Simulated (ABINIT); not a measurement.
## GaN: band structure with OLYP

**What was measured.**

From a printed reference work, textbook, for a bulk crystal of GaN at 0 K: band gap 3.299 eV (direct).

The system is GaN.

```xyz
2
Lattice="0.0000 2.2535 2.2535 2.2535 0.0000 2.2535 2.2535 2.2535 0.0000" Properties=species:S:1:pos:R:3 pbc="T T T"
Ga    0.0000    0.0000    0.0000
N     1.1268    1.1268    1.1268
```

The cell is a database's computed one.

```json
{"Program": "ABINIT 10.8.3 (patched build)", "Task": "band structure", "Functional": "OLYP", "Potentials or basis": "PseudoDojo NC SR PBE v0.4.1 standard", "Cutoff": "1143 eV", "k mesh": "10 × 10 × 10", "Occupations": "fermi-dirac, width 0.05 eV", "Spin": "no spin polarisation"}
```

- Pressure: 5.6 GPa
- Band gap on the k mesh: 2.07 eV, direct
- Band gap along the path: 2.07 eV, direct
- Valence electrons inside the program's atomic spheres: Ga 10.86; N 5.28

Levels at the corners of the path, in eV from the valence-band top:
| point | band 7 | band 8 | band 9 | band 10 | band 11 | band 12 |
| --- | --- | --- | --- | --- | --- | --- |
| Γ | 0.00 | 0.00 | 0.00 | 2.07 | 10.69 | 10.69 |
| X | -5.93 | -2.60 | -2.60 | 3.65 | 7.05 | 12.05 |
| W | -5.48 | -3.57 | -3.48 | 6.44 | 8.66 | 10.61 |
| K | -5.65 | -4.10 | -2.09 | 5.29 | 8.15 | 11.40 |
| Γ | 0.00 | 0.00 | 0.00 | 2.07 | 10.69 | 10.69 |
| L | -6.81 | -0.93 | -0.93 | 5.04 | 8.96 | 10.68 |
| U | -5.65 | -4.10 | -2.09 | 5.29 | 8.15 | 11.40 |
| W | -5.48 | -3.57 | -3.48 | 6.44 | 8.66 | 10.61 |
| L | -6.81 | -0.93 | -0.93 | 5.04 | 8.96 | 10.68 |
| K | -5.65 | -4.10 | -2.09 | 5.29 | 8.15 | 11.40 |

It took 110 s on 1 thread of Arm Neoverse V1 (shared host), peak memory 0.12 GiB.

A measured gap of GaN is 3.299 eV (direct; 0 K; a printed reference work, textbook); the calculated 2.07 eV misses it by -1.23 eV. Spin-orbit coupling on Ga is left out. The value is that of OLYP, without temperature or zero-point motion. The cell is a database's relaxed one, not the measured one, which moves gaps too.

Caveat: the potentials were made for another functional, which shifts forces and pressure.
